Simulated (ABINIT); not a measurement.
**Quasiparticle gap of ZnSe (Stilleite) in ABINIT**

Aim: the G0W0 gap of ZnSe (Stilleite) on LDA, step by step.

Calculated with ABINIT 10.8.3; LDA and many-body steps on it, plane waves.

**Experimental background.**

- Gap 2.695 ± 0.003 eV: excitonic gap from free-exciton PL, not corrected for exciton binding; photoluminescence; 300 K; bulk crystal (Bridgman-grown crystal, polished and etched) (“Alloy Disordering Effects on the Thermal Conductivity and Energy Gap Temperature Dependence of Cd1−xZnxSe Ternary Crystals Grown by the Bridgman Method”, 2023, pmc:10253836).

## Step 1: The starting structure

Symmetry: F-43m, No. 216, cubic system. The conventional cell has a = 5.668 Å, b = 5.668 Å, c = 5.668 Å, α = 90.00°, β = 90.00°, γ = 90.00°. Nearest to Zn lie 4 Se at 2.45 Å. Se has 4 Zn at 2.45 Å nearest. Farther neighbours and most contacts between anions are not listed.

The cell and positions come from the Crystallography Open Database and are kept as given unless a step says otherwise.

## Step 2: Ground state

This step: ABINIT 10.8.3; DFT, LDA, plane waves, norm-conserving pseudopotentials.

The ground-state density comes first.

Input file run.abi:

```
acell 3*1.0 Angstrom
rprim 
  -0.000000000000 2.833800000000 2.833800000000
  2.833800000000 -0.000000000000 2.833800000000
  2.833800000000 2.833800000000 0.000000000000
ntypat 2
znucl 30 34
natom 2
typat 1 2
xred 
  0.000000000000 0.000000000000 0.000000000000
  0.250000000000 0.250000000000 0.250000000000
pp_dirpath "pseudos"
pseudos "Zn.upf, Se.upf"
ecut 48
ngkpt 6 6 6
nshiftk 1
shiftk 0 0 0
kptopt 1
chksymbreak 0
nband 27
occopt 1
tolvrs 1e-10
nstep 60
prtwf 0
indata_prefix "in"
outdata_prefix "out"
tmpdata_prefix "tmp"
```

Started as:

```bash
$ OMP_NUM_THREADS=1 mpirun -n 4 abinit run.abi > log
```

Numbers of over 12 decimals in the logs are rounded to 6 here.

The log of the run:

```text
.Version 10.8.3 of ABINIT. v10.8.2 released Aug 2026.

 Symmetries : space group F-4 3 m (#216); Bravais cF (face-center cubic)
================================================================================
 Values of the parameters that define the memory need of the present run
     intxc =       0    ionmov =       0      iscf =       7    lmnmax =       6
     lnmax =       6     mgfft =      48  mpssoang =       3    mqgrid =    3001
     natom =       2  nloc_mem =       1    nspden =       1   nspinor =       1
    nsppol =       1      nsym =      24    n1xccc =    2501    ntypat =       2
    occopt =       1   xclevel =       1
-    mband =          27        mffmem =           1         mkmem =           4
       mpw =        4897          nfft =      110592          nkpt =          16
================================================================================
  Rough estimation (10% accuracy) of disk space for files :
================================================================================

--------------------------------------------------------------------------------
------------- Echo of variables that govern the present computation ------------
--------------------------------------------------------------------------------
 -outvars: echo values of preprocessed input variables --------
            acell      1.8897261259E+00  1.8897261259E+00  1.8897261259E+00 Bohr

      chksymbreak           0
             ecut      4.80000000E+01 Hartree
-          fftalg         312

              ixc       -1012
              kpt      0.00000000E+00  0.00000000E+00  0.00000000E+00
                       1.66666667E-01  0.00000000E+00  0.00000000E+00
                       3.33333333E-01  0.00000000E+00  0.00000000E+00
                       5.00000000E-01  0.00000000E+00  0.00000000E+00
                       1.66666667E-01  1.66666667E-01  0.00000000E+00
                       3.33333333E-01  1.66666667E-01  0.00000000E+00
                       5.00000000E-01  1.66666667E-01  0.00000000E+00
                      -3.33333333E-01  1.66666667E-01  0.00000000E+00
                      -1.66666667E-01  1.66666667E-01  0.00000000E+00
   [... 5 further rows ...]
                      -3.33333333E-01  3.33333333E-01  1.66666667E-01
                      -3.33333333E-01  5.00000000E-01  1.66666667E-01
         kptrlatt        6    0    0      0    6    0      0    0    6
          kptrlen      4.54395803E+01
P           mkmem           4
            natom           2
            nband          27
            ngfft          48      48      48
             nkpt          16
            nstep          60
             nsym          24
           ntypat           2
              occ      2.000000  2.000000  2.000000  2.000000  2.000000  2.000000
                       2.000000  2.000000  2.000000  2.000000  2.000000  2.000000
                       2.000000  2.000000  2.000000  2.000000  2.000000  2.000000
                       2.000000  2.000000  2.000000  2.000000  0.000000  0.000000
[...]
prtwf           0
            rprim     -0.0000000000E+00  2.8338000000E+00  2.8338000000E+00
[...]
spgroup         216

           tolvrs      1.00000000E-10

             xred      0.0000000000E+00  0.0000000000E+00  0.0000000000E+00
[...]
znucl       30.00000   34.00000

================================================================================

 chkinp: Checking input parameters for consistency.

================================================================================
== DATASET  1 ==================================================================
-   mpi_nproc: 4, omp_nthreads: 1 (-1 if OMP is not activated)

--- !DatasetInfo
iteration_state: {dtset: 1, }
dimensions: {natom: 2, nkpt: 16, mband: 27, nsppol: 1, nspinor: 1, nspden: 1, mpw: 4897, }
cutoff_energies: {ecut:  48.0, pawecutdg:  -1.0, }
electrons: {nelect:   4.40000000E+01, charge:   0.00000000E+00, occopt:   1.00000000E+00, tsmear:   1.00000000E-02, }

 Real(R)+Recip(G) space primitive vectors, cartesian coordinates (Bohr,Bohr^-1):
 R(1)=  0.0000000  5.3551059  5.3551059  G(1)= -0.0933688  0.0933688  0.0933688
 R(2)=  5.3551059  0.0000000  5.3551059  G(2)=  0.0933688 -0.0933688  0.0933688
 R(3)=  5.3551059  5.3551059  0.0000000  G(3)=  0.0933688  0.0933688 -0.0933688
 Unit cell volume ucvol=  3.0713845E+02 bohr^3
 Angles (23,13,12)=  6.00000000E+01  6.00000000E+01  6.00000000E+01 degrees

 getcut: wavevector=  0.0000  0.0000  0.0000  ngfft=  48  48  48
         ecut(hartree)=     48.000   => boxcut(ratio)=   2.03223

--- Pseudopotential description ------------------------------------------------
- Zn Generated using ONCVPSP code by D. R. Hamann
- 30.00000  20.00000  180309                  znucl, zion, pspdat
12 -1012 2 -1 1296                            pspcod,pspxc,lmax,lloc,mmax
     nproj     2     2     2
  pspatm : epsatm=   26.73031766
         --- l  ekb(1:nproj) -->
[...]
pspatm: atomic psp has been read  and splines computed

- Se Generated using ONCVPSP code by D. R. Hamann
- 34.00000  24.00000  180309                  znucl, zion, pspdat
12 -1012 2 -1 1198                            pspcod,pspxc,lmax,lloc,mmax
     nproj     2     2     2
  pspatm : epsatm=   25.89836092
         --- l  ekb(1:nproj) -->
[...]
pspatm: atomic psp has been read  and splines computed

   2.31566186E+03                                ecore*ucvol(ha*bohr**3)
--------------------------------------------------------------------------------

_setup2: Arith. and geom. avg. npw (full set) are    4879.338    4879.326

================================================================================

--- !BeginCycle
iteration_state: {dtset: 1, }
solver: {iscf: 7, nstep: 60, nline: 4, wfoptalg: 0, }
tolerances: {tolvrs: 1.00E-10, }

     iter   Etot(hartree)      deltaE(h)  residm     vres2
 ETOT  1  -548.13932303559    -5.481E+02 8.793E-01 4.461E+03
 ETOT  2  -549.51355436248    -1.374E+00 4.090E-02 7.555E+03
 ETOT  3  -550.33840863844    -8.249E-01 8.604E-03 9.996E+02
 ETOT  4  -550.40301611023    -6.461E-02 1.614E-02 4.102E+02
 ETOT  5  -550.44073001420    -3.771E-02 1.058E-03 7.005E+01
 ETOT  6  -550.44859076216    -7.861E-03 1.663E-03 2.110E-01
 ETOT  7  -550.44857908346     1.168E-05 7.629E-04 2.831E-01
 ETOT  8  -550.44858902821    -9.945E-06 4.704E-04 2.111E-01
 ETOT  9  -550.44861534944    -2.632E-05 1.768E-04 4.316E-04
 ETOT 10  -550.44861541411    -6.466E-08 6.572E-05 2.204E-06
 ETOT 11  -550.44861541441    -3.060E-10 2.589E-05 2.508E-08
 ETOT 12  -550.44861541441     2.501E-12 1.332E-05 7.536E-09
 ETOT 13  -550.44861541438     3.058E-11 5.807E-06 4.117E-12

 At SCF step   13       vres2   =  4.12E-12 < tolvrs=  1.00E-10 =>converged.

 Cartesian components of stress tensor (hartree/bohr^3)
  sigma(1 1)=  1.56530721E-04  sigma(3 2)=  0.00000000E+00
  sigma(2 2)=  1.56530721E-04  sigma(3 1)=  0.00000000E+00
  sigma(3 3)=  1.56530721E-04  sigma(2 1)=  0.00000000E+00

--- !ResultsGS
iteration_state: {dtset: 1, }
comment   : Summary of ground state results
lattice_vectors:
- [ -0.0000000,   5.3551059,   5.3551059, ]
- [  5.3551059,  -0.0000000,   5.3551059, ]
- [  5.3551059,   5.3551059,   0.0000000, ]
lattice_lengths: [   7.57326,    7.57326,    7.57326, ]
lattice_angles: [ 60.000,  60.000,  60.000, ] # degrees, (23, 13, 12)
lattice_volume:   3.0713845E+02
convergence: {deltae:  3.058E-11, res2:  4.117E-12, residm:  5.807E-06, diffor: null, }
etotal    :  -5.50448615E+02
entropy   :   0.00000000E+00
fermie    :   1.39712178E-01
cartesian_stress_tensor: # hartree/bohr^3
- [  1.56530721E-04,   0.00000000E+00,   0.00000000E+00, ]
- [  0.00000000E+00,   1.56530721E-04,   0.00000000E+00, ]
- [  0.00000000E+00,   0.00000000E+00,   1.56530721E-04, ]
pressure_GPa:  -4.6053E+00
xred      :
- [  0.0000E+00,   0.0000E+00,   0.0000E+00, Zn]
- [  2.5000E-01,   2.5000E-01,   2.5000E-01, Se]
cartesian_forces: # hartree/bohr
- [  4.91033493E-31,  -2.94620096E-31,   9.82066985E-32, ]
- [ -4.91033493E-31,   2.94620096E-31,  -9.82066985E-32, ]
force_length_stats: {min:   5.80998664E-31, max:   5.80998664E-31, mean:   5.80998664E-31, }

 Integrated electronic density in atomic spheres:
 ------------------------------------------------
 Atom  Sphere_radius  Integrated_density
    1        2.00000         18.12110404
    2        2.00000         21.26224152
================================================================================

 ----iterations are completed or convergence reached----

 Mean square residual over all n,k,spin=   13.442E-09; max=  58.066E-07
 reduced coordinates (array xred) for    2 atoms
       0.000000000000      0.000000000000      0.000000000000
       0.250000000000      0.250000000000      0.250000000000
 rms dE/dt=  2.8483E-30; max dE/dt=  6.3109E-30; dE/dt below (all hartree)
    1       0.000000000000      0.000000000000      0.000000000000
    2      -0.000000000000      0.000000000000      0.000000000000

 cartesian coordinates (angstrom) at end:
    1      0.000000     0.000000     0.000000
    2      1.416900     1.416900     1.416900

 cartesian forces (hartree/bohr) at end:
    1      0.000000    -0.000000     0.000000
    2     -0.000000     0.000000    -0.000000
 frms,max,avg= 3.3543973E-31 4.9103349E-31   0.000E+00  0.000E+00  0.000E+00 h/b

 cartesian forces (eV/Angstrom) at end:
    1      0.000000    -0.000000     0.000000
    2     -0.000000     0.000000    -0.000000
 frms,max,avg= 1.7249005E-29 2.5249957E-29   0.000E+00  0.000E+00  0.000E+00 e/A
 length scales=  1.889726125908  1.889726125908  1.889726125908 bohr
              =  1.000000000000  1.000000000000  1.000000000000 angstroms
 prteigrs : about to open file out_EIG
 Fermi (or HOMO) energy (hartree) =   0.13971   Average Vxc (hartree)=  -0.37927
 Eigenvalues (hartree) for nkpt=  16  k points:
 kpt#   1, nband= 27, wtk=  0.00463, kpt=  0.0000  0.0000  0.0000 (reduced coord)
  -7.44107   -5.23747   -5.23747   -5.23747   -4.43483   -2.76711   -2.76711   -2.76711
  -1.58857   -1.58857   -1.58857   -1.58840   -1.58840   -0.34985   -0.10483   -0.10483
  -0.10483   -0.09159   -0.09159    0.13971    0.13971    0.13971    0.17747    0.34982
   0.34982    0.34982    0.49385
 prteigrs : prtvol=0 or 1, do not print more k-points.

--- !EnergyTerms
iteration_state     : {dtset: 1, }
comment             : Components of total free energy in Hartree
kinetic             :  2.38148548481601E+02
hartree             :  2.28792543775108E+02
xc                  : -5.44826115731505E+01
Ewald energy        : -2.44845014170202E+02
psp_core            :  7.53947241724703E+00
local_psp           : -5.89314077751648E+02
non_local_psp       : -1.36287476593332E+02
total_energy        : -5.50448615414378E+02
total_energy_eV     : -1.49784698826061E+04
band_energy         : -8.89827684966753E+01

 Cartesian components of stress tensor (hartree/bohr^3)
  sigma(1 1)=  1.56530721E-04  sigma(3 2)=  0.00000000E+00
  sigma(2 2)=  1.56530721E-04  sigma(3 1)=  0.00000000E+00
  sigma(3 3)=  1.56530721E-04  sigma(2 1)=  0.00000000E+00

-Cartesian components of stress tensor (GPa)         [Pressure= -4.6053E+00 GPa]
- sigma(1 1)=  4.60529281E+00  sigma(3 2)=  0.00000000E+00
- sigma(2 2)=  4.60529281E+00  sigma(3 1)=  0.00000000E+00
- sigma(3 3)=  4.60529281E+00  sigma(2 1)=  0.00000000E+00

== END DATASET(S) ==============================================================
================================================================================

 -outvars: echo values of variables after computation  --------
           etotal     -5.5044861541E+02
            nband          27
             nkpt          16
          spgroup         216
 [... the other variables as echoed above ...]

 Calculation completed.
```

Run time: 20 s. Hardware: 4 MPI ranks of Arm Neoverse V2, shared host; peak memory 0.36 GiB.

Numbers from this step:

* total energy: -14978.4699 eV
* gap: 1.028 eV
* k of the valence top: 0, 0, 0
* k of the conduction bottom: 0, 0, 0
* least direct gap: 1.028 eV
* pressure: -4.605 GPa

The gap is direct, at Γ.

The cutoff was set for levels, not for stress, so the pressure can be off by some GPa.

(Part 1 of 3 ends here.)

[Paths, hosts, dates, memory and timing lines, banners, echoed tables and standing remarks are left out of the program output.]

[Logs are printed without paths, hosts, clocks, repeated set-up lines and the standing remarks that a program may print on its own settings, such as how far it seeks lower states.]

[Runs of the session that timed out or met a known fault of the program may be left out.]

[Hosts, paths, dates, database ids (printed as entryN), source tags and the programs' standing remarks are cut or masked in the printed files.]

[G0W0 gaps are taken among the corrected bands and points alone; a level outside them can change the order at an edge.]

[Where Ansatz stands beside ABINIT at settings called matched, ABINIT's density can come from a denser mesh and the files from another edition; pairs whose starting gaps differed by over 0.03 eV were left out, so agreement reads better than it is.]
